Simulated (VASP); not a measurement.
# HgSe (F-43m) in VASP: further runs

One crystal, HgSe, is run at these levels: PBE, PBE+D3(BJ), PBEsol, HSE06; tasks: relaxation of cell and atoms.

All numbers are computed with VASP 6.6.1; they aren't measurements. Logs are shortened: lines on timing, memory, paths and dates and some standing lists are left out, and cuts for length are marked.

**1. Starting point**

It takes space group F-43m (No. 216, cubic). Conventional cell: a = 6.266 Å, b = 6.266 Å, c = 6.266 Å, α = 90.00°, β = 90.00°, γ = 90.00°. Hg (site symmetry -43m) has 4 Se at 2.71 Å as nearest neighbours. Se (site symmetry -43m) has 4 Hg at 2.71 Å as nearest neighbours.

**2. Relaxation of cell and atoms, PBE**

Contents of INCAR:

```
SYSTEM = HgSe
  PREC = Accurate
  ENCUT = 300
  EDIFF = 1E-7
  ISMEAR = 0
  SIGMA = 0.03
  LREAL = .FALSE.
  LASPH = .TRUE.
  NELM = 80
  ALGO = Normal
  ISIF = 3
  LWAVE = .FALSE.
  LCHARG = .FALSE.
  GGA = PE
  IBRION = 2
  NSW = 90
  EDIFFG = -0.005
```

Contents of KPOINTS:

```
Automatic mesh
0
G
  5 5 5
  0 0 0
```

Contents of POSCAR:

```
HgSe                                    
1.0
    0.0000000000      3.1331778511      3.1331778511
    3.1331778511      0.0000000000      3.1331778511
    3.1331778511      3.1331778511     -0.0000000000
  Hg              Se            
     1     1
Direct
     0.0000000000000000    0.0000000000000000    0.0000000000000000
     0.2500000000000000    0.2500000000000000    0.2500000000000000
```

Potentials or basis: VASP PAW PBE potentials, release 64 (Hg, Se).

Started as:

```sh
$ cat potpaw_PBE.64/Hg/POTCAR potpaw_PBE.64/Se/POTCAR > POTCAR
$ mpirun -np 1 vasp_std > vasp.out
```

OUTCAR:

```text
SYSTEM = HgSe
   PREC = Accurate
   ENCUT = 300
   EDIFF = 1E-7
   ISMEAR = 0
   LREAL = .FALSE.
   LASPH = .TRUE.
   NELM = 80
   ISIF = 3
   GGA = PE
   IBRION = 2
   NSW = 90
   EDIFFG = -0.005

 ion  position               nearest neighbor table
   1  0.000  0.000  0.000-   2 2.71   2 2.71   2 2.71   2 2.71
   2  0.250  0.250  0.250-   1 2.71   1 2.71   1 2.71   1 2.71

  LATTYP: Found a face centered cubic cell.
 ALAT       =     6.2663557022

  Lattice vectors:

 A1 = (   0.0000000000,   3.1331778511,   3.1331778511)
 A2 = (   3.1331778511,   0.0000000000,   3.1331778511)
 A3 = (   3.1331778511,   3.1331778511,   0.0000000000)

Analysis of symmetry for initial positions (statically):
=====================================================================
 Subroutine PRICEL returns:
 Original cell was already a primitive cell.

 Routine SETGRP: Setting up the symmetry group for a
 face centered cubic supercell.

 Subroutine GETGRP returns: Found 24 space group operations
 (whereof 24 operations were pure point group operations)
 out of a pool of 48 trial point group operations.

The static configuration has the point symmetry T_d .

Analysis of symmetry for dynamics (positions and initial velocities):
=====================================================================
 Subroutine PRICEL returns:
 Original cell was already a primitive cell.

 Routine SETGRP: Setting up the symmetry group for a
 face centered cubic supercell.

 Subroutine GETGRP returns: Found 24 space group operations
 (whereof 24 operations were pure point group operations)
 out of a pool of 48 trial point group operations.

The dynamic configuration has the point symmetry T_d .

 Subroutine INISYM returns: Found 24 space group operations
 (whereof 24 operations are pure point group operations),
 and found     1 'primitive' translations

----------------------------------------------------------------------------------------

                                     Primitive cell

  volume of cell :      61.5156

  direct lattice vectors                    reciprocal lattice vectors
     0.000000000  3.133177851  3.133177851    -0.159582387  0.159582387  0.159582387
     3.133177851  0.000000000  3.133177851     0.159582387 -0.159582387  0.159582387
     3.133177851  3.133177851  0.000000000     0.159582387  0.159582387 -0.159582387

  length of vectors
     4.430982610  4.430982610  4.430982610     0.276404802  0.276404802  0.276404802

  position of ions in fractional coordinates (direct lattice)
     0.000000000  0.000000000  0.000000000
     0.250000000  0.250000000  0.250000000

  ion indices of the primitive-cell ions
   primitive index   ion index
                 1           1
                 2           2

----------------------------------------------------------------------------------------

 KPOINTS: Automatic mesh

Automatic generation of k-mesh.
 Grid dimensions read from file:
 generate k-points for:    5    5    5

 Generating k-lattice:

  Cartesian coordinates                     Fractional coordinates (reciprocal lattice)
    -0.031916477  0.031916477  0.031916477     0.200000000  0.000000000  0.000000000
     0.031916477 -0.031916477  0.031916477     0.000000000  0.200000000  0.000000000
     0.031916477  0.031916477 -0.031916477     0.000000000  0.000000000  0.200000000

  Length of vectors
     0.055280960  0.055280960  0.055280960

  Shift w.r.t. Gamma in fractional coordinates (k-lattice)
     0.000000000  0.000000000  0.000000000

 Subroutine IBZKPT returns following result:
 ===========================================

 Found     10 irreducible k-points:

 Following reciprocal coordinates:
            Coordinates               Weight
  0.000000  0.000000  0.000000      1.000000
  0.200000  0.000000  0.000000      8.000000
  0.400000  0.000000  0.000000      8.000000
  0.200000  0.200000  0.000000      6.000000
  0.400000  0.200000  0.000000     24.000000
 -0.400000  0.200000  0.000000     24.000000
 -0.200000  0.200000  0.000000     12.000000
  0.400000  0.400000  0.000000      6.000000
 -0.400000  0.400000  0.000000     12.000000
 -0.400000  0.400000  0.200000     24.000000
   k-points           NKPTS =     10   k-points in BZ     NKDIM =     10   number of bands    NBANDS=     13
   number of dos      NEDOS =    301   number of ions     NIONS =      2
   total plane-waves  NPLWV =  21952
   dimension x,y,z NGX =    28 NGY =   28 NGZ =   28
   dimension x,y,z NGXF=    56 NGYF=   56 NGZF=   56
   ions per type =               1   1
   NGX,Y,Z   is equivalent  to a cutoff of  10.51, 10.51, 10.51 a.u.
   NGXF,Y,Z  is equivalent  to a cutoff of  21.01, 21.01, 21.01 a.u.
 SYSTEM =  HgSe
   PREC   = accura    normal or accurate (medium, high low for compatibility)
   ISTART =      0    job   : 0-new  1-cont  2-samecut
   ICHARG =      2    charge: 1-file 2-atom 10-const
   ISPIN  =      1    spin polarized calculation?
   LNONCOLLINEAR =      F non collinear calculations
   LSORBIT =      F    spin-orbit coupling
   LASPH  =      T    aspherical Exc in radial PAW
   ENCUT  =  300.0 eV  22.05 Ry    4.70 a.u.   6.26  6.26  6.26*2*pi/ulx,y,z
   NELM   =     80;   NELMIN=  2; NELMDL= -5     # of ELM steps
   EDIFF  = 0.1E-06   stopping-criterion for ELM
   LREAL  =      F    real-space projection
   EDIFFG = -.5E-02   stopping-criterion for IOM
   NSW    =     90    number of steps for IOM
   IBRION =      2    ionic relax: 0-MD 1-quasi-New 2-CG
   NFREE  =      1    steps in history (QN), initial steepest desc. (CG)
   ISIF   =      3    stress and relaxation
   ISYM   =      2    0-nonsym 1-usesym 2-fastsym
   POTIM  = 0.5000    time-step for ionic-motion
   TEBEG  =    0.0;   TEEND  =   0.0 temperature during run
   PSTRESS=    0.0 pullay stress
   NELECT =      18.0000    total number of electrons
   NUPDOWN=      -1.0000    fix difference up-down
   EMIN   =  10.00;   EMAX   =-10.00  energy-range for DOS
   EFERMI =   0.00;   METHOD = LEGACY
   ISMEAR =     0;   SIGMA  =   0.03  broadening in eV -4-tet -1-fermi 0-gaus
   EFERMI_NEDOS =   21; number of points for ismear=-14 and -15
   IALGO  =     38    algorithm
   IMIX   =      4    mixing-type and parameters
     AMIX     =   0.40;   BMIX     =  1.00
     AMIX_MAG =   1.60;   BMIX_MAG =  1.00
  volume/ion in A,a.u.               =      30.76       207.56
  Fermi-wavevector in a.u.,A,eV,Ry     =   1.086853  2.053853 16.071860  1.181248
  Thomas-Fermi vector in A             =   2.222999
   LORBIT       =      0    0 simple, 1 ext, 2 COOP (PROOUT), +10 PAW based schemes
   GGA     = PE    functional components
   LHFCALC =     F    Hartree Fock is set to
   AEXX    =    0.0000 exact exchange contribution
   IVDW    =     0    specifies the selected vdW correction
   LEPSILON=     F    determine dielectric tensor
   LRPA    =     F    only Hartree local field effects (RPA)
 conjugate gradient relaxation of ions
 non-spin polarized calculation
 Gauss-broadening in eV      SIGMA  =   0.03
  energy-cutoff  :      300.00
  volume of cell :       61.52
 maximum number of plane-waves:       739
 NGX is ok and might be reduce to    28
   NGX = 13   NGY = 13   NGZ = 13

--------------------------------------- Ionic step        1  -------------------------------------------

 number of electron      17.9999993 magnetization

 Free energy of the ion-electron system (eV)
  ---------------------------------------------------
  ext. energy  EPLUGINS =         0.00000000
  ---------------------------------------------------
  free energy    TOTEN  =        -4.06857276 eV

  energy without entropy =       -4.06820253  energy(sigma->0) =       -4.06838764

------------------------ aborting loop because EDIFF is reached ----------------------------------------

  FORCE on cell =-STRESS in cart. coord.  units (eV):
  Direction    XX          YY          ZZ          XY          YZ          ZX
  --------------------------------------------------------------------------------------
  -------------------------------------------------------------------------------------
  Total       -0.0471506     -0.0471506     -0.0471506     -0.0000000     -0.0000000      0.0000000
  in kB       -1.2280400     -1.2280400     -1.2280400     -0.0000000     -0.0000000      0.0000000
  external PRESSURE =      -1.2280400 kB  Pullay stress =       0.0000000 kB

 VOLUME and BASIS-vectors are now :
 -----------------------------------------------------------------------------
  energy-cutoff  :      300.00
  volume of cell :       61.52
      direct lattice vectors                 reciprocal lattice vectors
     0.000000000  3.133177851  3.133177851    -0.159582387  0.159582387  0.159582387
     3.133177851  0.000000000  3.133177851     0.159582387 -0.159582387  0.159582387
     3.133177851  3.133177851  0.000000000     0.159582387  0.159582387 -0.159582387

 POSITION                                       TOTAL-FORCE (eV/Angst)
 -----------------------------------------------------------------------------------
      0.00000      0.00000      0.00000         0.000000      0.000000      0.000000
      1.56659      1.56659      1.56659        -0.000000     -0.000000     -0.000000
 -----------------------------------------------------------------------------------
    total drift:                               -0.000000     -0.000000     -0.000000

  FREE ENERGIE OF THE ION-ELECTRON SYSTEM (eV)
  ---------------------------------------------------
  free  energy   TOTEN  =        -4.0685727588 eV

  energy  without entropy=       -4.0682025292  energy(sigma->0) =       -4.06838764

--------------------------------------- Ionic step        2  -------------------------------------------

 number of electron      17.9999994 magnetization

 Free energy of the ion-electron system (eV)
  ---------------------------------------------------
  ext. energy  EPLUGINS =         0.00000000
  ---------------------------------------------------
  free energy    TOTEN  =        -4.06864209 eV

  energy without entropy =       -4.06827186  energy(sigma->0) =       -4.06845698

 E-fermi :   0.9773     XC(G=0):  -8.6455

 val. band max:        0.9681650197   @ k =   0.0000   0.0000   0.0000
 cond. band min:       1.8512043816   @ k =   0.2000   0.0000   0.0000
 fundamental gap:      0.8830393619
 Fermi energy:         0.9773021174

 k-point     1 :       0.0000    0.0000    0.0000
  band No.  band energies     occupation
      1     -11.9231      2.00000
      2      -5.7223      2.00000
      3      -5.7223      2.00000
      4      -5.7223      2.00000
      5      -5.1174      2.00000
      6      -5.1174      2.00000
      7      -0.0864      2.00000
      8       0.9682      1.33333
      9       0.9682      1.33333
     10       0.9682      1.33333
     11       6.5465      0.00000
     12       6.5465      0.00000
     13       6.5465      0.00000

 k-point     2 :       0.2000    0.0000    0.0000
  band No.  band energies     occupation
      1     -11.7935      2.00000
      2      -5.6641      2.00000
      3      -5.6641      2.00000
      4      -5.6262      2.00000
      5      -5.1180      2.00000
      6      -5.1180      2.00000
      7      -1.6033      2.00000
      8       0.6635      2.00000
      9       0.6636      2.00000
     10       1.8512      0.00000
     11       6.1521      0.00000
[... 115 lines left out ...]
 k-point    10 :      -0.4000    0.4000    0.2000
  band No.  band energies     occupation
      1     -11.4390      2.00000
      2      -5.4825      2.00000
      3      -5.4471      2.00000
      4      -5.2233      2.00000
      5      -5.0951      2.00000
      6      -4.8017      2.00000
      7      -3.6438      2.00000
      8      -1.3315      2.00000
      9      -0.7257      2.00000
     10       4.0400      0.00000
     11       5.8342      0.00000
     12       7.0345      0.00000
     13       9.3553      0.00000

------------------------ aborting loop because EDIFF is reached ----------------------------------------

  FORCE on cell =-STRESS in cart. coord.  units (eV):
  Direction    XX          YY          ZZ          XY          YZ          ZX
  --------------------------------------------------------------------------------------
  -------------------------------------------------------------------------------------
  Total        0.0095142      0.0095142      0.0095142     -0.0000000      0.0000000     -0.0000000
  in kB        0.2486445      0.2486445      0.2486445     -0.0000000      0.0000000     -0.0000000
  external PRESSURE =       0.2486445 kB  Pullay stress =       0.0000000 kB

 VOLUME and BASIS-vectors are now :
 -----------------------------------------------------------------------------
  energy-cutoff  :      300.00
  volume of cell :       61.31
      direct lattice vectors                 reciprocal lattice vectors
     0.000000000  3.129614379  3.129614379    -0.159764092  0.159764092  0.159764092
     3.129614379 -0.000000000  3.129614379     0.159764092 -0.159764092  0.159764092
     3.129614379  3.129614379  0.000000000     0.159764092  0.159764092 -0.159764092

 POSITION                                       TOTAL-FORCE (eV/Angst)
 -----------------------------------------------------------------------------------
      0.00000      0.00000      0.00000         0.000000      0.000000      0.000000
      1.56481      1.56481      1.56481        -0.000000     -0.000000     -0.000000
 -----------------------------------------------------------------------------------
    total drift:                               -0.000000     -0.000000     -0.000000

  FREE ENERGIE OF THE ION-ELECTRON SYSTEM (eV)
  ---------------------------------------------------
  free  energy   TOTEN  =        -4.0686420928 eV

  energy  without entropy=       -4.0682718633  energy(sigma->0) =       -4.06845698

 reached required accuracy - stopping structural energy minimisation
```

It used 8 s of CPU time on 1 thread of Intel(R) Xeon(R) Platinum 8559C (Emerald Rapids), on a shared host, which was overloaded at the time.

Results:

| Property | Result |
| --- | --- |
| Free energy | -4.0686 eV |
| Relaxed volume | 30.65 Å³/atom |
| Relaxed cell | a = 4.426 Å, b = 4.426 Å, c = 4.426 Å, α = 60.00°, β = 60.00°, γ = 60.00° |
| Space group after relaxing (to 0.05 Å) | F-43m (No. 216) |
| Energy gained by relaxing | 0.0 meV/atom |
| Ionic steps | 2 |
| Pressure after relaxing | 0.0 GPa |
| Band gap on the k mesh | none (metal or under the smearing width) |

Final structure:
```yaml
crystal:
  lattice:
    - [0.00000, 3.12961, 3.12961]
    - [3.12961, 0.00000, 3.12961]
    - [3.12961, 3.12961, 0.00000]
  atoms:
    - { symbol: Hg, position: [0.00000, 0.00000, 0.00000] }
    - { symbol: Se, position: [0.25000, 0.25000, 0.25000] }
```

The run has no spin-orbit coupling, so splittings on Hg are missing.

(Part 1 of 3 ends here.)
